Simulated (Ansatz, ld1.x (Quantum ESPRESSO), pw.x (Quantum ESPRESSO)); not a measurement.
## Cd: does the PAW potential hold in the solid?

Cd (Z = 48), PAW, made with ld1.x (Quantum ESPRESSO) 7.5 (PBE, scalar-relativistic). Core [Kr], reference 4d10 5s1 5p0 (charge +1). Waves: 5s (bound): rcut 1.75, rcutus 2.20 bohr; 5s channel at -0.25 Ry: rcut 1.75, rcutus 2.20 bohr; 5p (bound, empty): rcut 1.90, rcutus 2.60 bohr; 5p channel at -0.15 Ry: rcut 1.90, rcutus 2.60 bohr; 4d (bound): rcut 1.50, rcutus 1.60 bohr; 4d channel at -0.5 Ry: rcut 1.50, rcutus 1.60 bohr. Local part: all-electron potential smoothed inside 1.90 bohr (lloc = -1). Core correction: none. Augmentation charge: BESSEL, radius 1.60 bohr.

Atomic tests: cutoffs needed: 45 Ry and 80 Ry (the cutoffs (Ry, on a coarse ladder) from which the occupation-weighted sum of valence levels, in a spherical-Bessel basis at the reference potential, stays within 10 and 1 mRy of its value at 400 Ry); ghost test: no extra level below or beside the all-electron valence levels (s, p, d, f tested) (spherical-Bessel basis up to 400 Ry, 20 bohr box); largest excitation error: -748 meV (all-electron minus pseudo) for 4d8 5s0 5p0, out of 7 test configurations.

Crystal test: sc Cd in pw.x 7.5, no spin, 11³ k-points, Fermi–Dirac smearing 0.01 Ry, cutoffs 100/800 Ry. The reference is all-electron LAPW (Ansatz 0.2.0) with the same functional, mesh and smearing; V0 and B0 come from Birch–Murnaghan fits to the pressures at five volumes. Errors are pseudo minus all-electron; Δ is the rms difference of the E(V) curves that follow from these fits, minima aligned, over ±6 % about the mean V0. Mesh and smearing are coarse, so the numbers serve the comparison and aren't converged zero-temperature values; the lattice is a test structure that the element need not adopt.

All-electron: a0 = 2.995 Å (V0 = 26.87 Å³/atom), B0 = 30.3 GPa.

Question: How far does the potential miss the all-electron equation of state?

Answer: mean pressure error (GPa): -0.58; a0 (Å): 2.976; a0 error (%): -0.62; B0 error (%): +7.3; Δ (meV/atom): 3.4. This is a poor potential for the solid. The logarithmic derivative shows an extra or strongly shifted pseudo pole above the reference energy (s near 0.85 Ry).

```
V (Å³/atom)  P all-electron (GPa)  P pseudo (GPa)
     25.526                  1.81            1.16
     26.198                  0.83            0.22
     26.870                 -0.00           -0.58
     27.542                 -0.70           -1.25
     28.213                 -1.28           -1.81
```

Question: At the middle volume, how do free energy and pressure move when the wave cutoff is lowered (ecutrho held at 800 Ry)?

Answer:

| cutoff (Ry) | shift of F (meV/atom) | shift of P (GPa) |
| --- | --- | --- |
| 45 | +100.8 | -0.23 |
| 60 | +42.8 | -1.25 |
| 80 | +6.1 | +0.12 |

The run at the middle volume (56 k-points, 10 iterations) took about 45 s on one core of a shared host (Neoverse-V1, 32 threads, 247 GiB, load 23).
